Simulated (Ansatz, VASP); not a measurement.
Two plane-wave programs on HgTe (Coloradoite)

INCAR

```
SYSTEM = HgTe
  PREC = Accurate
  ENCUT = 520
  EDIFF = 1E-6
  ISMEAR = -1
  SIGMA = 0.02
  LREAL = .False.
  LASPH = .True.
  NELM = 60
  ALGO = Normal
  ISIF = 2
  LWAVE = .False.
  LCHARG = .False.
  GGA = PE
  NBANDS = 16
```

File KPOINTS:

```
Automatic mesh
0
Gamma
  6 6 6
  0 0 0
```

File POSCAR:

```
HgTe
1.0
    0.0000000000      3.3806369703      3.3806369703
    3.3806369703      0.0000000000      3.3806369703
    3.3806369703      3.3806369703      0.0000000000
Hg Te
1 1
Direct
    0.0000000000      0.0000000000      0.0000000000
    0.2500000000      0.2500000000      0.2500000000
```

Input for Ansatz:

```yaml
crystal:
  lattice:
    - [0.0, 3.3806369703, 3.3806369703]
    - [3.3806369703, 0.0, 3.3806369703]
    - [3.3806369703, 3.3806369703, 0.0]
  atoms:
    - { symbol: Hg, position: [0.0, 0.0, 0.0] }
    - { symbol: Te, position: [0.25, 0.25, 0.25] }
kpoints:
  mp_grid: { grid: [6, 6, 6] }
  band_path:
    path:
      - [0.0, 0.0, 0.0]
      - [-0.5, -0.5, 0.0]
      - [-0.375, -0.375, 0.25]
      - [-0.375, 0.0, 0.375]
      - [0.0, 0.0, 0.5]
      - [-0.5, -0.25, 0.25]
    npoints: 1
hamiltonian:
  xc: pbe
scf:
  occupations: { method: fermi_dirac, width: 0.02 }
  n_extra_bands: 4
output:
  forces: true
  stress: true
  eigenvalues: true
```

Change from the starting cell: hydrostatic strain +2.8%.

Alike in both runs: task single point; functional PBE; k mesh 6 × 6 × 6; occupations fermi-dirac, width 0.02 eV; no spin polarisation.

|  | VASP | Ansatz |
| --- | --- | --- |
| version | VASP 6.6.1 | Ansatz 0.2.0 |
| potentials or method | VASP PAW PBE potentials, release 64 (Hg, Te) | plane waves, PAW |
| plane-wave cutoff (eV) | 520 | 420 |
| valence electrons in the cell | 18 | 36 |

|  | VASP | Ansatz | Ansatz less VASP |
| --- | --- | --- | --- |
| pressure (GPa) | -1.4 | -1.4 | -0.03 |

The two sets of potentials don't hold the same shells in valence.

Spin-orbit coupling is left out, which matters for the levels of Hg, Te.
